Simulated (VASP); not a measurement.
Set up this calculation in VASP 6.6.1, as the native input.

| Property | Result |
| --- | --- |
| Task | single point |
| Functional | PBE |
| Potentials or basis | VASP PAW PBE potentials, release 64 (In_d, P) |
| Cutoff | 520 eV |
| k mesh | 8 × 8 × 8 |
| Occupations | gaussian, width 0.01 eV |
| Spin | no spin polarisation |
| Dipole correction | no |
| Further INCAR settings | ALGO = Normal; EDIFF = 1e-06; NBANDS = 16 |

The structure of InP lies in POSCAR:

```
InP
1.0
    0.0000000000      2.9538133754      2.9538133754
    2.9538133754      0.0000000000      2.9538133754
    2.9538133754      2.9538133754      0.0000000000
In P
1 1
Direct
    0.0000000000      0.0000000000      0.0000000000
    0.2500000000      0.2500000000      0.2500000000
```

These files were run (other wordings do the same):

INCAR

```
PREC = Accurate
ENCUT = 520
EDIFF = 1E-6
ISMEAR = 0
SIGMA = 0.01
LREAL = F
LASPH = T
NELM = 100
ALGO = Normal
ISIF = 2
LWAVE = F
LCHARG = T
GGA = PE
LELF = T
LVHAR = T
NBANDS = 16
```

KPOINTS

```
regular mesh
0
Gamma
  8 8 8
```

Potentials or basis: VASP PAW PBE potentials, release 64 (In_d, P).

Run with:

```bash
$ cat potpaw_PBE.64/In_d/POTCAR potpaw_PBE.64/P/POTCAR > POTCAR
$ mpirun -np 1 vasp_std > vasp.out
```

Results of the run:

The pressure is 1.6 GPa and the band gap on the k mesh is 0.58 eV, direct.

Caveat: spin-orbit coupling is left out, which moves the levels of the heavy elements.

Wall time 12 s on 1 thread of Intel(R) Xeon(R) Platinum 8488C (Sapphire Rapids), with other jobs on the host, peak memory 0.18 GiB.
